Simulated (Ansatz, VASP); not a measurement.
## One calculation of SnTe, two programs

Contents of INCAR:

```
PREC     = Accurate       # precision mode
ENCUT    = 520            # plane-wave cutoff, eV
EDIFF    = 1E-6           # SCF threshold, eV
ISMEAR   = 0              # smearing method
SIGMA    = 0.03           # smearing width, eV
LREAL    = False          # projectors in reciprocal space
LASPH    = True           # aspherical terms in the spheres
NELM     = 60             # most SCF steps
ALGO     = Normal         # electronic algorithm
ISIF     = 2              # what is computed and relaxed
LWAVE    = False          # write WAVECAR
LCHARG   = False          # write CHGCAR
GGA      = PE             # functional
NBANDS   = 17             # bands
```

The input KPOINTS:

```
Automatic mesh
0
Gamma
  10 10 10
```

File POSCAR:

```
SnTe
1.0
    0.0000000000      3.0618050000      3.2511950000
    3.0618050000      0.0000000000      3.2511950000
    3.0618050000      3.0618050000      0.0000000000
Sn Te
1 1
Direct
    0.0000000000      0.0000000000      0.0000000000
    0.5000000000      0.5000000000      0.5000000000
```

Input for Ansatz:

```yaml
crystal:
  lattice:
    - [0.0, 3.061805, 3.251195]
    - [3.061805, 0.0, 3.251195]
    - [3.061805, 3.061805, 0.0]
  atoms:
    - { symbol: Sn, position: [0.0, 0.0, 0.0] }
    - { symbol: Te, position: [0.5, 0.5, 0.5] }
basis:
  ecutwfc: 420
kpoints:
  mp_grid: { grid: [10, 10, 10] }
hamiltonian:
  xc: pbe
scf:
  occupations: { method: gaussian, width: 0.03 }
output:
  forces: true
  stress: true
  eigenvalues: true
```

Change from the starting cell: strain -0.030 along x and y, +0.030 along z, atoms carried along.

Alike in both runs: task single point; functional PBE; k mesh 10 × 10 × 10; occupations gaussian, width 0.03 eV; no spin polarisation.

|  | VASP | Ansatz |
| --- | --- | --- |
| version | VASP 6.6.1 | Ansatz 0.2.0 |
| potentials or method | VASP PAW PBE potentials, release 64 (Sn_d, Te) | scalar-relativistic, plane waves, PAW |
| plane-wave cutoff (eV) | 520 | 420 |
| valence electrons in the cell | 20 | 30 |

```tsv
	VASP	Ansatz	Ansatz less VASP
gap on the k mesh at the Fermi level (eV)	0.10	0.10	+0.004
least direct gap on the mesh (eV)	0.40	0.40	-0.002
pressure (GPa)	4.1	4.2	+0.04
largest component of the traceless stress (GPa)	5.45	5.44	-0.011
```

The two sets of potentials don't hold the same shells in valence.

Caveats: spin-orbit coupling is left out, which moves the levels of the heavy elements.
